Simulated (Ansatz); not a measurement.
HfO2, 6 atoms in the cell. The typed cell holds 6 atoms: a = 3.558 Å, b = 3.558 Å, c = 5.172 Å, α = 90.00°, β = 90.00°, γ = 90.00°. The cell comes from a database or a generator and needn't be the stable form of this composition. The cell isn't the ideal one: atoms moved at random, drawn with an rms of 0.05 Å.

* Program: Ansatz 0.2.0
* Task: single point
* Functional: PBEsol
* Potentials or basis: all-electron LAPW, scalar-relativistic
* Cutoff: 467 eV (chosen from the basis error)
* Basis error allowed: 0.001 eV/atom
* k mesh: 8 × 8 × 5
* Occupations: fermi-dirac, width 0.05 eV
* Spin: no spin polarisation

Potentials or basis: all-electron LAPW, scalar-relativistic.

Command:

```sh
$ ansatz run input.yaml --threads 4 --pin off --max-ram 12288MiB --backend cpu --events-out ev --progress --plain --runs-dir out
```

Hardware: 4 threads of AMD EPYC 7R43 64-Core Processor (Zen 3), on a shared host.

**Question.** How long does it take, and how much memory?

**Answer.** Run time: 6.4 min on 4 threads of AMD EPYC 7R43 64-Core Processor (Zen 3), on a shared host, peak memory 2 GiB. Counts: scf iterations 12, plane waves 1499, k points 162, bands 72.
